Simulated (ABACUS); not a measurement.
# PtSe2 (Sudovikovite) (P-3m1) in ABACUS: reference runs

Reference runs on PtSe2 (Sudovikovite): the cell as given and a disturbed copy.

All numbers are computed with ABACUS 3.10.1; they aren't measurements. Logs are shortened: lines on timing, memory, paths and dates and some standing lists are left out, and cuts for length are marked.

### Step 1. The structure

The structure is trigonal, space group P-3m1 (No. 164). The conventional cell has a = 3.724 Å, b = 3.724 Å, c = 5.062 Å, α = 90.00°, β = 90.00°, γ = 120.00°. Around Pt (site symmetry -3m) lie 6 Se at 2.49 Å. Se (site symmetry 3m) is surrounded by 3 Pt at 2.49 Å.

### Step 2. Single point, PBEsol

File INPUT:

```
INPUT_PARAMETERS
suffix              PtSe2
calculation         scf
basis_type          pw
pseudo_dir          ./
symmetry            1
dft_functional      pbesol
ecutwfc             87
pseudo_rcut         7
nspin               1
nbands              30
ks_solver           dav
smearing_method     fd
smearing_sigma      0.00367493
scf_thr             1e-08
scf_nmax            100
mixing_type         broyden
mixing_beta         0.7
cal_force           1
cal_stress          1
kpar                4
```

File STRU:

```
ATOMIC_SPECIES
Pt 195.0840 Pt.upf
Se 78.9710 Se.upf

LATTICE_CONSTANT
1.8897261246

LATTICE_VECTORS
3.7240000000 0.0000000000 0.0000000000
-1.8620000000 3.2250786037 0.0000000000
0.0000000000 0.0000000000 5.0620000000

ATOMIC_POSITIONS
Direct

Pt
0.0
1
0.0000000000 0.0000000000 0.0000000000 1 1 1

Se
0.0
2
0.6666666667 0.3333333333 0.7500000000 1 1 1
0.3333333333 0.6666666667 0.2500000000 1 1 1
```

File KPT:

```
K_POINTS
0
Gamma
8 8 5 0 0 0
```

Potentials or basis: PseudoDojo NC SR 0.4.1 PBEsol standard, plane waves.

Started as:

```console
$ OMP_NUM_THREADS=1 mpirun -np 4 abacus > log
```

running log:

```text
ABACUS v3.10.1

               Atomic-orbital Based Ab-initio Computation at UStc

 ------------------------------------------------------------------------------------

 READING GENERAL INFORMATION
                           global_out_dir = OUT.PtSe2/
                           global_in_card = INPUT
                               pseudo_dir = ./
                              orbital_dir =
                                    DSIZE = 4
                                    GSIZE = 1

 READING UNITCELL INFORMATION
                                    ntype = 2
                  lattice constant (Bohr) = 1.88973
              lattice constant (Angstrom) = 1

 READING ATOM TYPE 1
                               atom label = Pt
                      L=0, number of zeta = 1
                      L=1, number of zeta = 1
                      L=2, number of zeta = 1
             number of atom for this type = 1

 READING ATOM TYPE 2
                               atom label = Se
                      L=0, number of zeta = 1
                      L=1, number of zeta = 1
                      L=2, number of zeta = 1
             number of atom for this type = 2

                        TOTAL ATOM NUMBER = 3
DIRECT COORDINATES
    atom                   x                   y                   z     mag                  vx                  vy                  vz
taud_Pt1            0.0000000000        0.0000000000        0.0000000000  0.0000        0.0000000000        0.0000000000        0.0000000000
taud_Se1            0.6666666667        0.3333333333        0.7500000000  0.0000        0.0000000000        0.0000000000        0.0000000000
taud_Se2            0.3333333333        0.6666666667        0.2500000000  0.0000        0.0000000000        0.0000000000        0.0000000000

                          Volume (Bohr^3) = 410.269
                             Volume (A^3) = 60.7955

 Lattice vectors: (Cartesian coordinate: in unit of a_0)
               +3.724                  +0                  +0
               -1.862            +3.22508                  +0
                   +0                  +0              +5.062
 Reciprocal vectors: (Cartesian coordinate: in unit of 2 pi/a_0)
            +0.268528           +0.155035                  -0
                   -0            +0.31007                  -0
                   +0                  -0            +0.19755
 The esolver type has been set to : ksdft_pw

                PAO radial cut off (Bohr) = 7

 Read in pseudopotential file is Pt.upf
                     pseudopotential type = NC
          exchange-correlation functional = PBESOL
                 nonlocal core correction = 1
                        valence electrons = 18
                                     lmax = 3
                           number of zeta = 4
                     number of projectors = 8
                           L of projector = 0
                           L of projector = 0
                           L of projector = 1
                           L of projector = 1
                           L of projector = 2
                           L of projector = 2
                           L of projector = 3
                           L of projector = 3
                PAO radial cut off (Bohr) = 7

 Read in pseudopotential file is Se.upf
                     pseudopotential type = NC
          exchange-correlation functional = PBESOL
                 nonlocal core correction = 1
                        valence electrons = 16
                                     lmax = 2
                           number of zeta = 3
                     number of projectors = 6
                           L of projector = 0
                           L of projector = 0
                           L of projector = 1
                           L of projector = 1
                           L of projector = 2
                           L of projector = 2
     initial pseudo atomic orbital number = 28

 SETUP THE ELECTRONS NUMBER
            electron number of element Pt = 18
      total electron number of element Pt = 18
            electron number of element Se = 16
      total electron number of element Se = 32
            AUTOSET number of electrons:  = 50
                           occupied bands = 25
                                   NBANDS = 30
                                   NLOCAL = 27

%%%%%%%%%%%%%%%%%%%%%%%%%%%%%%%%%%%%%%%%%%%%%%%%%%%%%%%%%%%%%%%%%%%%%%%%%%%%%%%%%%%%%%%%%%%%%%%%%%%%%%%%%%
 Warning: the number of valence electrons in pseudopotential > 10 for Pt: [Xe] 4f14 5d9 6s1
 Warning: the number of valence electrons in pseudopotential > 6 for Se: [Ar] 3d10 4s2 4p4
 Pseudopotentials with additional electrons can yield (more) accurate outcomes, but may be less efficient.
 If you're confident that your chosen pseudopotential is appropriate, you can safely ignore this warning.
%%%%%%%%%%%%%%%%%%%%%%%%%%%%%%%%%%%%%%%%%%%%%%%%%%%%%%%%%%%%%%%%%%%%%%%%%%%%%%%%%%%%%%%%%%%%%%%%%%%%%%%%%%

 SETUP THE PLANE WAVE BASIS
 energy cutoff for charge/potential (unit:Ry) = 348
            fft grid for charge/potential = [ 45, 45, 60 ]
                        fft grid division = [ 1, 1, 1 ]
        big fft grid for charge/potential = [ 45, 45, 60 ]
[... 78 lines left out ...]
                       right hand lattice = 1
(for k-lattice: )
                             BRAVAIS TYPE = 4
                     BRAVAIS LATTICE NAME = 04. Hexagonal cell
                                    ibrav = 4
                       right hand lattice = 1
                        ROTATION MATRICES = 24
                               nkstot_ibz = 40
K-POINTS REDUCTION ACCORDING TO SYMMETRY
     IBZ    DIRECT_X    DIRECT_Y    DIRECT_Z  WEIGHT  ibz2bz
       1  0.00000000  0.00000000  0.00000000  0.0031       0
       2 -0.12500000  0.12500000  0.00000000  0.0187       1
       3 -0.25000000  0.25000000  0.00000000  0.0187       2
       4 -0.37500000  0.37500000  0.00000000  0.0187       3
       5  0.50000000  0.50000000  0.00000000  0.0094       4
       6 -0.12500000  0.25000000  0.00000000  0.0187       9
[... 22 lines left out ...]
      29 -0.37500000  0.37500000  0.40000000  0.0187     131
      30  0.50000000  0.50000000  0.40000000  0.0187     132
[... 10 further k points ...]

                               nkstot now = 40
[... K-POINTS DIRECT COORDINATES: 40 rows ...]

           k-point number in this process = 10
       minimum distributed K point number = 10
[... stars of the k points ...]

[... K-POINTS CARTESIAN COORDINATES: 10 rows ...]

[... K-POINTS DIRECT COORDINATES: 10 rows ...]

 SETUP PLANE WAVES FOR WAVE FUNCTIONS
     energy cutoff for wavefunc (unit:Ry) = 87
              fft grid for wave functions = [ 45, 45, 60 ]
                    number of plane waves = 7411
                         number of sticks = 361

 PARALLEL PW FOR WAVE FUNCTIONS
     PROC   COLUMNS(POT)             PW
        1            361           7411
 --------------- sum -------------------
        1            361           7411

 SETUP NONLOCAL PSEUDOPOTENTIALS IN PLANE WAVE BASIS
 Pt non-local projectors:
 projector 1 L=0
 projector 2 L=0
 projector 3 L=1
 projector 4 L=1
 projector 5 L=2
 projector 6 L=2
 projector 7 L=3
 projector 8 L=3
 Se non-local projectors:
 projector 1 L=0
 projector 2 L=0
 projector 3 L=1
 projector 4 L=1
 projector 5 L=2
 projector 6 L=2
      TOTAL NUMBER OF NONLOCAL PROJECTORS = 68

 Init Non-Local PseudoPotential table :
 Init Non-Local-Pseudopotential done.

                                     npwx = 5640

 Make real space PAO into reciprocal space.
       max mesh points in Pseudopotential = 701
     dq(describe PAO in reciprocal space) = 0.01
                                    max q = 1124

 number of pseudo atomic orbitals for Pt is 4
WARNING: norm of atomic wavefunction # 3 of atomic type Pt is 0.999889, renormalized
WARNING: norm of atomic wavefunction # 4 of atomic type Pt is 0.997658, renormalized

 number of pseudo atomic orbitals for Se is 3
WARNING: norm of atomic wavefunction # 2 of atomic type Se is 0.999994, renormalized
WARNING: norm of atomic wavefunction # 3 of atomic type Se is 0.999458, renormalized

 -------------------------------------------
 SELF-CONSISTENT
 -------------------------------------------
                                 init_chg = atomic

 PW ALGORITHM --------------- ION=   1  ELEC=   1--------------------------------

 Notice: Threshold on eigenvalues was too large.
 hsover_error=0.5 > DRHO=0.329293
 Origin diag ethr = 0.01
 New diag ethr = 0.000658587

 Density error is 0.321946503698
                          Error Threshold = 0.000658586635631
----------------------------------------------------------
     Energy           Rydberg                 eV
----------------------------------------------------------
 E_KohnSham     -745.4808005130      -10142.7866365781
 E_Harris       -751.3674365293      -10222.8784284522
 E_Fermi        1.0346702552         14.0774110213
----------------------------------------------------------
[... 75 lines left out ...]
 Density error is 7.75453703114e-09
                          Error Threshold = 5.30702839394e-11
----------------------------------------------------------
     Energy           Rydberg                 eV
----------------------------------------------------------
 E_KohnSham     -745.6399685136      -10144.9522283257
 E_KS(sigma->0) -745.6397461537      -10144.9492029641
 E_Harris       -745.6391068623      -10144.9405049584
 E_band         -69.3075456126       -942.9775347265
 E_one_elec     -361.5915680058      -4919.7056736332
 E_Hartree      197.0659370850       2681.2196260659
 E_xc           -143.2137205091      -1948.5226307029
 E_Ewald        -437.9001723640      -5957.9374993322
 E_entropy(-TS) -0.0004447198        -0.0060507232
 E_descf        0.0000000000         0.0000000000
 E_exx          0.0000000000         0.0000000000
 E_Fermi        1.0060857601         13.6884990142
----------------------------------------------------------

 charge density convergence is achieved
 final etot is -10144.952228 eV
 EFERMI = 13.688499014 eV

 STATE ENERGY(eV) AND OCCUPATIONS    NSPIN == 1
 1/10 kpoint (Cartesian) = 0.0000 0.0000 0.0000 (5633 pws)
       1       -86.0431     0.00625000
       2       -40.1798     0.00625000
       3       -40.1798     0.00625000
       4       -40.0907     0.00625000
       5       -34.9562     0.00625000
       6       -34.9562     0.00625000
[... 182 lines left out ...]
      29        19.3527    2.37559e-51
      30        20.6327    1.80854e-62

[... levels at 4 further k points ...]

------------------------------------------------------------------------------------------
 TOTAL-FORCE (eV/Angstrom)
------------------------------------------------------------------------------------------
                       Pt1         0.0000000000         0.0000000000         0.0000000000
                       Se1         0.0000000000         0.0000000000        -0.3436412282
                       Se2         0.0000000000         0.0000000000         0.3436412282
------------------------------------------------------------------------------------------

----------------------------------------------------------------
 TOTAL-STRESS (KBAR)
----------------------------------------------------------------
        25.2433024587         0.0000000000         0.0000000000
        -0.0000000000        25.2433024586         0.0000000000
        -0.0000000000         0.0000000000        10.6435873251
----------------------------------------------------------------
 TOTAL-PRESSURE: 20.376731 KBAR

 --------------------------------------------
 !FINAL_ETOT_IS -10144.9522283257356321 eV
 --------------------------------------------
```

It took 43 s on 4 MPI ranks of Intel Xeon Platinum 8488C (Sapphire Rapids), shared host; peak memory 0.64 GiB.

Results:

* Free energy: -10144.9522 eV
* Pressure: 2.0 GPa
* Largest force: 0.344 eV/Å
* Band gap on the k mesh: none (metal or under the smearing width)

Forces on the atoms (eV/Å):
```
Pt   0.000  0.000  0.000
Se   0.000  0.000 -0.344
Se   0.000  0.000  0.344
```

Spin-orbit coupling is left out, which matters for the levels of Pt.

### Step 3. Single point, PBEsol (atoms moved at random, drawn with an rms of 0.05 Å)

INPUT is that of step 2.

File STRU:

```
ATOMIC_SPECIES
Pt 195.0840 Pt.upf
Se 78.9710 Se.upf

LATTICE_CONSTANT
1.8897261246

LATTICE_VECTORS
3.7240000000 0.0000000000 0.0000000000
-1.8620000000 3.2250786037 0.0000000000
0.0000000000 0.0000000000 5.0620000000

ATOMIC_POSITIONS
Direct

Pt
0.0
1
0.0113330000 0.0226290000 0.0066020000 1 1 1

Se
0.0
2
0.6503450000 0.3313450000 0.7400010000 1 1 1
0.3323820000 0.6551270000 0.2463110000 1 1 1
```

KPT is that of step 2.

Potentials or basis: PseudoDojo NC SR 0.4.1 PBEsol standard, plane waves.

Started as:

```console
$ OMP_NUM_THREADS=1 mpirun -np 4 abacus > log
```

running log:

```text
ABACUS v3.10.1

               Atomic-orbital Based Ab-initio Computation at UStc

 ------------------------------------------------------------------------------------

 READING GENERAL INFORMATION
                           global_out_dir = OUT.PtSe2/
                           global_in_card = INPUT
                               pseudo_dir = ./
                              orbital_dir =
                                    DSIZE = 4
                                    GSIZE = 1

 READING UNITCELL INFORMATION
                                    ntype = 2
                  lattice constant (Bohr) = 1.88973
              lattice constant (Angstrom) = 1

 READING ATOM TYPE 1
                               atom label = Pt
                      L=0, number of zeta = 1
                      L=1, number of zeta = 1
                      L=2, number of zeta = 1
             number of atom for this type = 1

 READING ATOM TYPE 2
                               atom label = Se
                      L=0, number of zeta = 1
                      L=1, number of zeta = 1
                      L=2, number of zeta = 1
             number of atom for this type = 2

                        TOTAL ATOM NUMBER = 3
DIRECT COORDINATES
    atom                   x                   y                   z     mag                  vx                  vy                  vz
taud_Pt1            0.0113330000        0.0226290000        0.0066020000  0.0000        0.0000000000        0.0000000000        0.0000000000
taud_Se1            0.6503450000        0.3313450000        0.7400010000  0.0000        0.0000000000        0.0000000000        0.0000000000
taud_Se2            0.3323820000        0.6551270000        0.2463110000  0.0000        0.0000000000        0.0000000000        0.0000000000

                          Volume (Bohr^3) = 410.269
                             Volume (A^3) = 60.7955

 Lattice vectors: (Cartesian coordinate: in unit of a_0)
               +3.724                  +0                  +0
               -1.862            +3.22508                  +0
                   +0                  +0              +5.062
 Reciprocal vectors: (Cartesian coordinate: in unit of 2 pi/a_0)
            +0.268528           +0.155035                  -0
                   -0            +0.31007                  -0
                   +0                  -0            +0.19755
 The esolver type has been set to : ksdft_pw

                PAO radial cut off (Bohr) = 7

[... 226 lines left out ...]

 Notice: Threshold on eigenvalues was too large.
 hsover_error=0.5 > DRHO=0.328355
 Origin diag ethr = 0.01
 New diag ethr = 0.00065671

 Density error is 0.320961376354
                          Error Threshold = 0.00065670999886
----------------------------------------------------------
     Energy           Rydberg                 eV
----------------------------------------------------------
 E_KohnSham     -745.4718711535      -10142.6651464091
 E_Harris       -751.3394264189      -10222.4973313484
 E_Fermi        1.0331487573         14.0567099812
----------------------------------------------------------
[... 75 lines left out ...]
 Density error is 4.4958403976e-09
                          Error Threshold = 1.79024880281e-10
----------------------------------------------------------
     Energy           Rydberg                 eV
----------------------------------------------------------
 E_KohnSham     -745.6311448113      -10144.8321756967
 E_KS(sigma->0) -745.6309381699      -10144.8293641963
 E_Harris       -745.6313049434      -10144.8343544059
 E_band         -69.2991063387       -942.8627125142
 E_one_elec     -359.2849626945      -4888.3226983628
 E_Hartree      195.9110469435       2665.5065395765
 E_xc           -143.2059427892      -1948.4168093955
 E_Ewald        -439.0508729882      -5973.5935845142
 E_entropy(-TS) -0.0004132828        -0.0056230009
 E_descf        0.0000000000         0.0000000000
 E_exx          0.0000000000         0.0000000000
 E_Fermi        1.0027068183         13.6425261523
----------------------------------------------------------

 charge density convergence is achieved
 final etot is -10144.832176 eV
 EFERMI = 13.642526152 eV

 STATE ENERGY(eV) AND OCCUPATIONS    NSPIN == 1
 1/41 kpoint (Cartesian) = 0.0000 0.0000 0.0000 (5633 pws)
       1       -86.0237     0.00625000
       2       -40.1868     0.00625000
       3       -40.1388     0.00625000
       4       -40.0737     0.00625000
       5       -35.0569     0.00625000
       6       -35.0512     0.00625000
[... 182 lines left out ...]
      29        18.6685    2.76518e-46
      30        20.5440    1.41624e-62

[... levels at 35 further k points ...]

------------------------------------------------------------------------------------------
 TOTAL-FORCE (eV/Angstrom)
------------------------------------------------------------------------------------------
                       Pt1        -0.2993669958        -1.5831681735        -1.1223184313
                       Se1         0.4430466670         0.4985644584         0.2725217689
                       Se2        -0.1436796713         1.0846037151         0.8497966624
------------------------------------------------------------------------------------------

----------------------------------------------------------------
 TOTAL-STRESS (KBAR)
----------------------------------------------------------------
        14.8904967739         9.0751000826       -18.0348043919
         9.0751000826        37.9664377064        16.7553209163
       -18.0348043919        16.7553209163         5.1500697666
----------------------------------------------------------------
 TOTAL-PRESSURE: 19.335668 KBAR

 --------------------------------------------
 !FINAL_ETOT_IS -10144.8321756967452529 eV
 --------------------------------------------
```

Wall time 2.5 min (4 MPI ranks of Intel Xeon Platinum 8488C (Sapphire Rapids), shared host); peak memory 0.96 GiB.

What came out:

| Property | Result |
| --- | --- |
| Free energy | -10144.8322 eV |
| Pressure | 1.9 GPa |
| Largest force | 1.964 eV/Å |
| Band gap on the k mesh | none (metal or under the smearing width) |

Forces in eV/Å, atoms in the order of the input:
```
Pt  -0.299 -1.583 -1.122
Se   0.443  0.499  0.273
Se  -0.144  1.085  0.850
```

Stress tensor (GPa, compression positive):
```
 1.49  0.91 -1.80
 0.91  3.80  1.68
-1.80  1.68  0.52
```

The run has no spin-orbit coupling, so splittings on Pt are missing.
